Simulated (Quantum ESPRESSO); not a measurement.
# Al2O3 (Corundum) (R-3c) in Quantum ESPRESSO: further runs

Runs on Al2O3 (Corundum). Level: PBEsol. Tasks: single point, equation of state.

Everything below comes from runs of Quantum ESPRESSO 7.5. Logs are shortened: lines on timing, memory, paths and dates and some standing lists are left out, and cuts for length are marked.

### 1 The structure

It takes space group R-3c (No. 167, trigonal). The conventional cell has a = 4.760 Å, b = 4.760 Å, c = 12.996 Å, α = 90.00°, β = 90.00°, γ = 120.00°. Al (site symmetry 3) is surrounded by 6 O at 1.85 to 1.97 Å. O (site symmetry 2) is surrounded by 4 Al at 1.85 to 1.97 Å.

### 2 Single point, PBEsol, 7.99 Å³/atom

File pw.in:

```
&CONTROL
  calculation = 'scf'
  prefix = 'pwscf'
  outdir = './tmp'
  pseudo_dir = './pseudo'
  tprnfor = .true.
  tstress = .true.
  disk_io = 'nowf'
/
&SYSTEM
  ibrav = 0
  nat = 10
  ntyp = 2
  ecutwfc = 45
  ecutrho = 360
  nbnd = 33
  occupations = 'smearing'
  smearing = 'fd'
  degauss = 0.00367493
/
&ELECTRONS
  conv_thr = 2d-09
  electron_maxstep = 120
  mixing_beta = 0.5
/
ATOMIC_SPECIES
Al    26.9815 al_pbesol_v1.uspp.F.UPF
O     15.9990 o_pbesol_v1.2.uspp.F.UPF
CELL_PARAMETERS angstrom
   2.3316598353    1.3461844335    4.2434364115
  -2.3316598353    1.3461844335    4.2434364115
   0.0000000000   -2.6923688671    4.2434364115
ATOMIC_POSITIONS crystal
Al     0.8521600000    0.8521600000    0.8521600000
Al     0.6478400000    0.6478400000    0.6478400000
Al     0.1478400000    0.1478400000    0.1478400000
Al     0.3521600000    0.3521600000    0.3521600000
O      0.0566800000    0.7500000000    0.4433200000
O      0.7500000000    0.4433200000    0.0566800000
O      0.4433200000    0.0566800000    0.7500000000
O      0.9433200000    0.2500000000    0.5566800000
O      0.2500000000    0.5566800000    0.9433200000
O      0.5566800000    0.9433200000    0.2500000000
K_POINTS automatic
7 7 7 0 0 0
```

Potentials or basis: GBRV 1.5 PBEsol.

The run is started by

```sh
OMP_NUM_THREADS=1 mpirun -n 2 pw.x -nk 2 -in pw.in > pw.out
```

pw.out:

```text
This program is part of the open-source Quantum ESPRESSO suite
     for quantum simulation of materials; please cite
[... 6 lines left out ...]
     using ibrav=0 with symmetry is DISCOURAGED, use correct ibrav instead

     K-points division:     npool     =       2
     Subspace diagonalization in iterative solution of the eigenvalue problem:
     a serial algorithm will be used

     G-vector sticks info
     --------------------
     sticks:   dense  smooth     PW     G-vecs:    dense   smooth      PW
     Sum        2129    1065    329                62245    22007    3769

     Using Slab Decomposition

     bravais-lattice index     =            0
     lattice parameter (alat)  =       9.4968  a.u.
     unit-cell volume          =     539.3061 (a.u.)^3
     number of atoms/cell      =           10
     number of atomic types    =            2
     number of electrons       =        48.00
     number of Kohn-Sham states=           33
     kinetic-energy cutoff     =      45.0000  Ry
     charge density cutoff     =     360.0000  Ry
     scf convergence threshold =      2.0E-09
     mixing beta               =       0.5000
     number of iterations used =            8  plain     mixing
     Exchange-correlation= SLA  PW   PSX  PSC
                           (   1   4  10   8   0   0   0)

     celldm(1)=   9.496810  celldm(2)=   0.000000  celldm(3)=   0.000000
     celldm(4)=   0.000000  celldm(5)=   0.000000  celldm(6)=   0.000000

     crystal axes: (cart. coord. in units of alat)
               a(1) = (   0.463966   0.267871   0.844382 )
               a(2) = (  -0.463966   0.267871   0.844382 )
               a(3) = (   0.000000  -0.535742   0.844382 )

     reciprocal axes: (cart. coord. in units 2 pi/alat)
               b(1) = (  1.077665  0.622190  0.394766 )
               b(2) = ( -1.077665  0.622190  0.394766 )
               b(3) = (  0.000000 -1.244380  0.394766 )

     PseudoPot. # 1 for Al read from file:
     al_pbesol_v1.uspp.F.UPF
     Pseudo is Ultrasoft + core correction, Zval =  3.0
     Generated by new atomic code, or converted to UPF format
     Using radial grid of  893 points,  3 beta functions with:
                l(1) =   0
                l(2) =   1
                l(3) =   2
     Q(r) pseudized with  8 coefficients,  rinner =    0.900   0.900   0.900
                                                       0.900   0.900

     PseudoPot. # 2 for O  read from file:
     o_pbesol_v1.2.uspp.F.UPF
     Pseudo is Ultrasoft + core correction, Zval =  6.0
     Generated by new atomic code, or converted to UPF format
     Using radial grid of  737 points,  5 beta functions with:
                l(1) =   0
                l(2) =   0
                l(3) =   1
                l(4) =   1
                l(5) =   2
     Q(r) pseudized with  8 coefficients,  rinner =    0.900   0.900   0.900
                                                       0.900   0.900

     atomic species   valence    mass     pseudopotential
     Al                3.00    26.98150     Al( 1.00)
     O                 6.00    15.99900     O ( 1.00)

     12 Sym. Ops., with inversion, found ( 6 have fractional translation)

   Cartesian axes

     site n.     atom                  positions (alat units)
         1        Al     tau(   1) = (   0.0000000  -0.0000000   2.1586450  )
         2        Al     tau(   2) = (   0.0000000  -0.0000000   1.6410728  )
         3        Al     tau(   3) = (   0.0000000  -0.0000000   0.3745002  )
         4        Al     tau(   4) = (   0.0000000  -0.0000000   0.8920724  )
         5        O      tau(   5) = (  -0.3216770  -0.0214190   1.0554772  )
         6        O      tau(   6) = (   0.1422891   0.2892900   1.0554772  )
         7        O      tau(   7) = (   0.1793879  -0.2678710   1.0554772  )
         8        O      tau(   8) = (   0.3216770   0.0214190   1.4776680  )
         9        O      tau(   9) = (  -0.1422891  -0.2892900   1.4776680  )
        10        O      tau(  10) = (  -0.1793879   0.2678710   1.4776680  )

     number of k points=    44  Fermi-Dirac smearing, width (Ry)=  0.0037
                       cart. coord. in units 2pi/alat
        k(    1) = (   0.0000000   0.0000000   0.0000000), wk =   0.0058309
        k(    2) = (   0.0000000  -0.1777686   0.0563952), wk =   0.0349854
        k(    3) = (   0.0000000  -0.3555372   0.1127903), wk =   0.0349854
        k(    4) = (   0.0000000  -0.5333057   0.1691855), wk =   0.0349854
        k(    5) = (  -0.1539521  -0.0888843   0.1127903), wk =   0.0349854
        k(    6) = (  -0.1539521  -0.2666529   0.1691855), wk =   0.0699708
[... 36 lines left out ...]
        k(   43) = (  -0.0000000   0.0000000   0.5075565), wk =   0.0116618
        k(   44) = (  -0.0000000   1.0666115   0.1691855), wk =   0.0349854

     Dense  grid:    62245 G-vectors     FFT dimensions: (  60,  60,  60)

     Smooth grid:    22007 G-vectors     FFT dimensions: (  48,  48,  48)

     Initial potential from superposition of free atoms

     starting charge      47.9906, renormalised to      48.0000
     Starting wfcs are   40 randomized atomic wfcs

     Self-consistent Calculation

     iteration #  1     ecut=    45.00 Ry     beta= 0.50
     Davidson diagonalization with overlap
     ethr =  1.00E-02,  avg # of iterations =  5.2

     total energy              =    -220.84578055 Ry
     estimated scf accuracy    <       1.89127475 Ry

     iteration #  2     ecut=    45.00 Ry     beta= 0.50
     Davidson diagonalization with overlap
     ethr =  3.94E-03,  avg # of iterations =  2.1

     total energy              =    -221.36662188 Ry
     estimated scf accuracy    <       0.15575930 Ry

     iteration #  3     ecut=    45.00 Ry     beta= 0.50
     Davidson diagonalization with overlap
     ethr =  3.24E-04,  avg # of iterations =  6.8

     total energy              =    -221.38121884 Ry
     estimated scf accuracy    <       0.01388490 Ry

     iteration #  4     ecut=    45.00 Ry     beta= 0.50
     Davidson diagonalization with overlap
     ethr =  2.89E-05,  avg # of iterations =  6.7

     total energy              =    -221.38241633 Ry
     estimated scf accuracy    <       0.00403652 Ry

     iteration #  5     ecut=    45.00 Ry     beta= 0.50
     Davidson diagonalization with overlap
     ethr =  8.41E-06,  avg # of iterations =  2.7

     total energy              =    -221.38283286 Ry
     estimated scf accuracy    <       0.00016569 Ry

     iteration #  6     ecut=    45.00 Ry     beta= 0.50
     Davidson diagonalization with overlap
     ethr =  3.45E-07,  avg # of iterations =  4.3

     total energy              =    -221.38288296 Ry
     estimated scf accuracy    <       0.00000083 Ry

     iteration #  7     ecut=    45.00 Ry     beta= 0.50
     Davidson diagonalization with overlap
     ethr =  1.74E-09,  avg # of iterations =  3.0

     total energy              =    -221.38288257 Ry
     estimated scf accuracy    <       0.00000235 Ry

     iteration #  8     ecut=    45.00 Ry     beta= 0.50
     Davidson diagonalization with overlap
     ethr =  1.74E-09,  avg # of iterations =  2.0

     total energy              =    -221.38288301 Ry
     estimated scf accuracy    <          3.6E-09 Ry

     iteration #  9     ecut=    45.00 Ry     beta= 0.50
     Davidson diagonalization with overlap
     ethr =  7.41E-12,  avg # of iterations =  3.3

     total energy              =    -221.38288302 Ry
     estimated scf accuracy    <          7.1E-09 Ry

     iteration # 10     ecut=    45.00 Ry     beta= 0.50
     Davidson diagonalization with overlap
     ethr =  7.41E-12,  avg # of iterations =  2.0

     End of self-consistent calculation

          k = 0.0000 0.0000 0.0000 (  2753 PWs)   bands (ev):

   -11.2956  -8.6468  -8.3080  -8.3080  -7.9246  -7.9246   1.0765   2.1596
     2.4321   2.4321   3.6367   3.6678   3.6678   4.7520   5.3025   6.9081
     6.9081   7.0266   7.0266   7.8564   7.8564   8.3695   8.3695   8.4243
    15.3271  17.8687  19.7375  20.3357  20.3357  20.4520  21.0167  21.0531
    21.0531

          k = 0.0000-0.1778 0.0564 (  2752 PWs)   bands (ev):

   -11.1786  -8.6952  -8.3973  -8.3343  -7.9868  -7.9326   1.2011   1.8892
     2.2994   3.0039   3.0661   3.6054   4.5012   5.2228   5.5284   6.4762
     6.8370   6.9428   7.1233   7.6069   7.6802   8.0913   8.3399   8.3792
    15.7943  18.2703  19.3277  20.0647  20.1613  20.2343  21.1905  21.2472
    21.5277

          k = 0.0000-0.3555 0.1128 (  2732 PWs)   bands (ev):

   -10.8395  -9.0729  -8.3873  -8.3712  -8.1291  -7.9851   1.3875   1.9701
     2.0109   2.8984   3.5560   4.0877   5.4100   5.4868   5.9801   6.2826
     6.3654   6.6017   6.9563   6.9642   7.5368   7.8796   8.2048   8.2588
    16.8451  18.8244  19.0677  19.3872  19.7364  20.0999  21.1547  21.1684
    21.4577

          k = 0.0000-0.5333 0.1692 (  2748 PWs)   bands (ev):

   -10.3171  -9.6860  -8.3585  -8.2733  -8.2538  -8.1024   1.4597   1.6421
     2.6096   2.9751   4.2428   4.5621   4.7258   5.2894   5.8502   6.2963
     6.4546   6.8552   6.8877   7.0255   7.3260   7.6114   8.1033   8.1366
    17.9543  18.4801  18.4826  19.0586  20.1388  20.5542  20.6876  20.9624
    21.5343

          k =-0.1540-0.0889 0.1128 (  2751 PWs)   bands (ev):

   -11.1464  -8.7186  -8.4172  -8.3301  -8.0411  -7.9104   1.3101   1.8761
     2.3927   2.9678   3.1838   3.5546   4.4720   5.2456   5.6195   6.2721
     6.7966   6.9954   7.0341   7.6543   7.7034   7.9629   8.2987   8.3715
    15.9027  18.2890  19.2913  19.8850  20.3549  20.5731  20.7717  21.2583
    21.6234

          k =-0.1540-0.2667 0.1692 (  2747 PWs)   bands (ev):

   -10.8890  -8.9057  -8.5206  -8.3462  -8.2172  -7.9019   1.5718   1.8795
     2.2248   3.0100   3.3895   3.9209   5.0938   5.5041   5.8538   6.1791
     6.4931   6.6260   6.9902   7.1608   7.6275   7.7029   8.1684   8.2927
    16.6961  18.9166  19.1318  19.3964  19.7295  20.4355  20.7025  21.2724
    21.9774
[... 275 lines left out ...]
    -9.7276  -9.7067  -9.0467  -8.7969  -8.0101  -7.9380   1.9795   2.5644
     2.9409   3.2607   3.9850   4.2874   4.6213   4.9486   5.7743   5.8958
     6.1837   6.4386   7.0697   7.2617   7.4057   7.5568   7.6054   7.7759
    18.6075  18.7590  19.0895  19.2042  19.4304  19.9557  20.7093  21.1149
    21.9203

          k = 0.7698 0.4444-0.2256 (  2763 PWs)   bands (ev):

    -9.9746  -9.7644  -8.8831  -8.5832  -8.0570  -7.8971   1.9901   2.7568
     2.7992   3.3153   4.1199   4.5150   4.5419   5.1103   5.1653   5.6346
     6.1566   6.5743   6.8283   7.2603   7.3523   7.4953   7.7254   7.7486
    18.5336  18.6739  19.1361  19.6324  20.0967  20.1850  20.6454  21.2706
    21.9074

          k =-0.0000 0.0000 0.5076 (  2759 PWs)   bands (ev):

   -10.4566  -9.8914  -8.1855  -8.1855  -8.0998  -8.0998   2.3354   2.6168
     3.2930   3.2930   3.5067   3.9242   3.9242   4.7440   5.7233   5.9174
     5.9174   6.2077   6.5836   6.5836   7.9248   7.9248   8.0887   8.0887
    17.2948  17.8551  19.5865  20.0141  21.3119  21.3119  21.5182  21.5756
    21.5756

          k =-0.0000 1.0666 0.1692 (  2764 PWs)   bands (ev):

   -10.1895 -10.0083  -8.4668  -8.3530  -8.0194  -7.9720   2.2983   2.4314
     3.2757   3.3496   3.7352   4.1693   4.3593   4.5950   5.5721   5.8061
     5.8964   6.3804   6.6281   6.7916   7.7481   7.7595   7.9039   7.9581
    17.8348  18.0347  19.6522  19.8129  20.9571  20.9676  21.0712  21.5056
    21.7565

     the Fermi energy is    13.9594 ev

!    total energy              =    -221.38288302 Ry
     estimated scf accuracy    <          1.4E-10 Ry
     smearing contrib. (-TS)   =      -0.00000000 Ry
     internal energy E=F+TS    =    -221.38288302 Ry

     The total energy is F=E-TS. E is the sum of the following terms:
     one-electron contribution =     -31.56127932 Ry
     hartree contribution      =      52.27020637 Ry
     xc contribution           =     -62.18935460 Ry
     ewald contribution        =    -179.90245548 Ry

     convergence has been achieved in  10 iterations

     Forces acting on atoms (cartesian axes, Ry/au):

     atom    1 type  1   force =     0.00000000   -0.00000000   -0.00360688
     atom    2 type  1   force =     0.00000000   -0.00000000    0.00360688
     atom    3 type  1   force =    -0.00000000   -0.00000000    0.00360688
     atom    4 type  1   force =     0.00000000   -0.00000000   -0.00360688
     atom    5 type  2   force =    -0.00041801   -0.00072402   -0.00000000
     atom    6 type  2   force =    -0.00041801    0.00072402    0.00000000
     atom    7 type  2   force =     0.00083602    0.00000000    0.00000000
     atom    8 type  2   force =     0.00041801    0.00072402    0.00000000
     atom    9 type  2   force =     0.00041801   -0.00072402   -0.00000000
     atom   10 type  2   force =    -0.00083602   -0.00000000   -0.00000000

     Total force =     0.007499     Total SCF correction =     0.000001

     Computing stress (Cartesian axis) and pressure

          total   stress  (Ry/bohr**3)                   (kbar)     P=      203.57
   0.00143291   0.00000000  -0.00000000          210.79        0.00       -0.00
  -0.00000000   0.00143291   0.00000000           -0.00      210.79        0.00
   0.00000000   0.00000000   0.00128578            0.00        0.00      189.14

=------------------------------------------------------------------------------=
   JOB DONE.
=------------------------------------------------------------------------------=
```

Wall time 68 s (2 MPI ranks of Arm Neoverse V1, shared host); peak memory 0.36 GiB.

What came out:

```
Free energy            : -3012.0676 eV
Pressure               : 20.4 GPa
Largest force          : 0.093 eV/Å
Band gap on the k mesh : 6.90 eV, direct
```

Caveat: an odd mesh through Γ misses points on the zone boundary, where band edges often lie.

### 3 Single point, PBEsol, 8.16 Å³/atom

pw.in: that of step 2 with these lines changed.

```diff
@@ -29,5 +29,5 @@
 CELL_PARAMETERS angstrom
-   2.3316598353    1.3461844335    4.2434364115
-  -2.3316598353    1.3461844335    4.2434364115
-   0.0000000000   -2.6923688671    4.2434364115
+   2.3480805160    1.3556649179    4.2733207511
+  -2.3480805160    1.3556649179    4.2733207511
+   0.0000000000   -2.7113298360    4.2733207511
 ATOMIC_POSITIONS crystal
```

Potentials or basis: GBRV 1.5 PBEsol.

The run is started by

```sh
OMP_NUM_THREADS=1 mpirun -n 2 pw.x -nk 2 -in pw.in > pw.out
```

Wall time 69 s (2 MPI ranks of Arm Neoverse V1, shared host); peak memory 0.36 GiB.

Results (log left out):

* Free energy: -3012.2501 eV
* Pressure: 13.8 GPa
* Largest force: 0.075 eV/Å
* Band gap on the k mesh: 6.63 eV, direct

Caveat: an odd mesh through Γ misses points on the zone boundary, where band edges often lie.

### 4 Single point, PBEsol, 8.33 Å³/atom

pw.in: that of step 3 with these lines changed.

```diff
@@ -29,5 +29,5 @@
 CELL_PARAMETERS angstrom
-   2.3480805160    1.3556649179    4.2733207511
-  -2.3480805160    1.3556649179    4.2733207511
-   0.0000000000   -2.7113298360    4.2733207511
+   2.3642746864    1.3650146266    4.3027928600
+  -2.3642746864    1.3650146266    4.3027928600
+   0.0000000000   -2.7300292533    4.3027928600
 ATOMIC_POSITIONS crystal
```

The run is started by

```sh
OMP_NUM_THREADS=1 mpirun -n 2 pw.x -nk 2 -in pw.in > pw.out
```

Run time: 70 s. Hardware: 2 MPI ranks of Arm Neoverse V1, shared host; peak memory 0.38 GiB.

The run converged. Its results:

```yaml
Free_energy: -3012.3663 eV
Pressure: 7.9 GPa
Largest_force: 0.062 eV/Å
Band_gap_on_the_k_mesh: 6.37 eV, direct
```

Caveat: an odd mesh through Γ misses points on the zone boundary, where band edges often lie.

### 5 Single point, PBEsol, 8.50 Å³/atom

pw.in: that of step 4 with these lines changed.

```diff
@@ -29,5 +29,5 @@
 CELL_PARAMETERS angstrom
-   2.3642746864    1.3650146266    4.3027928600
-  -2.3642746864    1.3650146266    4.3027928600
-   0.0000000000   -2.7300292533    4.3027928600
+   2.3802500000    1.3742379782    4.3318666667
+  -2.3802500000    1.3742379782    4.3318666667
+   0.0000000000   -2.7484759565    4.3318666667
 ATOMIC_POSITIONS crystal
```

The run is started by

```sh
OMP_NUM_THREADS=1 mpirun -n 2 pw.x -nk 2 -in pw.in > pw.out
```

It took 72 s on 2 MPI ranks of Arm Neoverse V1, shared host; peak memory 0.38 GiB.

The run converged. Its results:

| Quantity | Value |
| --- | --- |
| Free energy | -3012.4229 eV |
| Pressure | 2.5 GPa |
| Largest force | 0.080 eV/Å |
| Band gap on the k mesh | 6.12 eV, direct |

Caveat: an odd mesh through Γ misses points on the zone boundary, where band edges often lie.

### 6 Single point, PBEsol, 8.67 Å³/atom

pw.in: that of step 5 with these lines changed.

```diff
@@ -29,5 +29,5 @@
 CELL_PARAMETERS angstrom
-   2.3802500000    1.3742379782    4.3318666667
-  -2.3802500000    1.3742379782    4.3318666667
-   0.0000000000   -2.7484759565    4.3318666667
+   2.3960137044    1.3833391572    4.3605553615
+  -2.3960137044    1.3833391572    4.3605553615
+   0.0000000000   -2.7666783145    4.3605553615
 ATOMIC_POSITIONS crystal
```

Potentials or basis: GBRV 1.5 PBEsol.

The run is started by

```sh
OMP_NUM_THREADS=1 mpirun -n 2 pw.x -nk 2 -in pw.in > pw.out
```

Wall time 66 s (2 MPI ranks of Arm Neoverse V1, shared host); peak memory 0.38 GiB.

The run converged. Its results:

- Free energy: -3012.4253 eV
- Pressure: -2.3 GPa
- Largest force: 0.096 eV/Å
- Band gap on the k mesh: 5.87 eV, direct

Caveat: an odd mesh through Γ misses points on the zone boundary, where band edges often lie.

### 7 Single point, PBEsol, 8.84 Å³/atom

pw.in: that of step 6 with these lines changed.

```diff
@@ -29,5 +29,5 @@
 CELL_PARAMETERS angstrom
-   2.3960137044    1.3833391572    4.3605553615
-  -2.3960137044    1.3833391572    4.3605553615
-   0.0000000000   -2.7666783145    4.3605553615
+   2.4115726709    1.3923221307    4.3888714495
+  -2.4115726709    1.3923221307    4.3888714495
+   0.0000000000   -2.7846442615    4.3888714495
 ATOMIC_POSITIONS crystal
```

The run is started by

```sh
OMP_NUM_THREADS=1 mpirun -n 2 pw.x -nk 2 -in pw.in > pw.out
```

Run time: 67 s. Hardware: 2 MPI ranks of Arm Neoverse V1, shared host; peak memory 0.38 GiB.

The run converged. Its results:

```
Free energy            : -3012.3788 eV
Pressure               : -6.7 GPa
Largest force          : 0.112 eV/Å
Band gap on the k mesh : 5.64 eV, direct
```

Caveat: an odd mesh through Γ misses points on the zone boundary, where band edges often lie.

### 8 Single point, PBEsol, 9.01 Å³/atom

pw.in: that of step 7 with these lines changed.

```diff
@@ -29,5 +29,5 @@
 CELL_PARAMETERS angstrom
-   2.4115726709    1.3923221307    4.3888714495
-  -2.4115726709    1.3923221307    4.3888714495
-   0.0000000000   -2.7846442615    4.3888714495
+   2.4269334206    1.4011906636    4.4168267984
+  -2.4269334206    1.4011906636    4.4168267984
+   0.0000000000   -2.8023813274    4.4168267984
 ATOMIC_POSITIONS crystal
```

The run is started by

```sh
OMP_NUM_THREADS=1 mpirun -n 2 pw.x -nk 2 -in pw.in > pw.out
```

It took 61 s on 2 MPI ranks of Arm Neoverse V1, shared host; peak memory 0.4 GiB.

Results (log left out):

- Free energy: -3012.2880 eV
- Pressure: -10.6 GPa
- Largest force: 0.127 eV/Å
- Band gap on the k mesh: 5.41 eV, direct

Caveat: an odd mesh through Γ misses points on the zone boundary, where band edges often lie.

### 9 Equation of state, PBEsol

Potentials or basis: GBRV 1.5 PBEsol.

No new run: the results of the series are fitted here.

What came out:

```yaml
Equilibrium_volume: 8.59 Å³/atom
Bulk_modulus_at_fixed_shape_and_positions: 244 GPa
Pressure_derivative_of_the_bulk_modulus: 4.1
```

Energy against volume, from the lowest point:
```tsv
volume (Å³/atom)	energy (meV/atom)
7.992	35.77
8.162	17.52
8.332	5.89
8.502	0.24
8.672	0.00
8.842	4.65
9.012	13.73
```

Caveat: the cell was scaled at fixed shape and fractional positions, which overstates the stiffness of a crystal with free parameters, most of all of layers and chains.
